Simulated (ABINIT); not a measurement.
V:

```
V
1.0
    -1.51435    1.51435    1.51435
     1.51435   -1.51435    1.51435
     1.51435    1.51435   -1.51435
V
1
Direct
  0.00000 0.00000 0.00000
```

Base run:

* Program: ABINIT 10.8.3 (patched build)
* Functional: rPW86PBE
* Potentials or basis: JTH PAW PBE v2.0
* Cutoff: 408 eV
* k mesh: 12 × 12 × 12
* Occupations: fermi-dirac, width 0.05 eV
* Spin: collinear spin, ferromagnetic start
* Starting moments: [2.0] μB

Its results: band gap on the k mesh none (metal or under the smearing width); pressure -0.3 GPa; net moment 0.00 μB per cell.

After a change of settings the same cell gave: band gap on the k mesh none (metal or under the smearing width); pressure -11.3 GPa; net moment 0.00 μB per cell. Which change was it?
A. functional from rPW86PBE to revPBE
B. functional from rPW86PBE to PBE; k mesh from 12 × 12 × 12 to 10 × 10 × 10
C. functional from rPW86PBE to LDA; potentials or basis from JTH PAW PBE v2.0 to JTH PAW LDA v2.0
D. functional from rPW86PBE to PBEsol

D.

Caveats: the PAW data sets were made with another functional, which shifts forces and pressure a little.

Not every run made on this cell is shown here.
